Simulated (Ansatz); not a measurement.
Set up this calculation in Ansatz 0.2.0, as the native input.

```
Task                : relaxation of cell and atoms
Functional          : PBE
Dispersion          : D4
Potentials or basis : Ansatz PAW
Cutoff              : 420 eV (not typed: the program's choice for these potentials)
k mesh              : 11 × 11 × 11
Occupations         : fermi-dirac, width 0.05 eV
Spin                : no spin polarisation
```

W:

```
CELL_PARAMETERS angstrom
0.00000 2.03000 2.03000
2.03000 0.00000 2.03000
2.03000 2.03000 0.00000
ATOMIC_POSITIONS crystal
W 0.00000 0.00000 0.00000
```

This isn't the form of W at room conditions, which is bcc.

One way to write it, as run:

input.yaml

```yaml
crystal:
  lattice:
    - [0.0, 2.03, 2.03]
    - [2.03, 0.0, 2.03]
    - [2.03, 2.03, 0.0]
  atoms:
    - { symbol: W, position: [0.0, 0.0, 0.0] }
hamiltonian:
  xc: pbe
  pseudopotentials: { kind: paw }
  dispersion: d4
kpoints:
  mp_grid: { grid: [11, 11, 11] }
scf:
  occupations: { method: fermi_dirac, width: 0.05 }
output:
  forces: true
  stress: true
  eigenvalues: true
relax:
  f_tol: 0.01
  max_steps: 40
  cell: { stress_tol: 0.05 }
```

Potentials or basis: Ansatz PAW.

Command:

```sh
$ ansatz run input.yaml --threads 2 --pin off --max-ram 5632MiB --backend cpu --events-out ev --progress --plain --runs-dir out
```

It gave:

The relaxed volume is 16.10 Å³/atom. The relaxed cell is a = 2.834 Å, b = 2.834 Å, c = 2.834 Å, α = 60.00°, β = 60.00°, γ = 60.00° and the space group after relaxing (to 0.05 Å) is Fm-3m (No. 225). The energy gained by relaxing is 22.6 meV/atom, the ionic steps are 5 and the pressure after relaxing is 0.0 GPa. The band gap on the k mesh is none (metal or under the smearing width).

Caveat: the plane-wave basis is chosen anew once the cell has moved, so the energies of steps on either side of that aren't comparable; pairwise dispersion overbinds metals, which lowers pressure and volume.

Wall time 2.9 s on 2 threads of Arm Neoverse V2, on a shared host, peak memory 0.27 GiB.
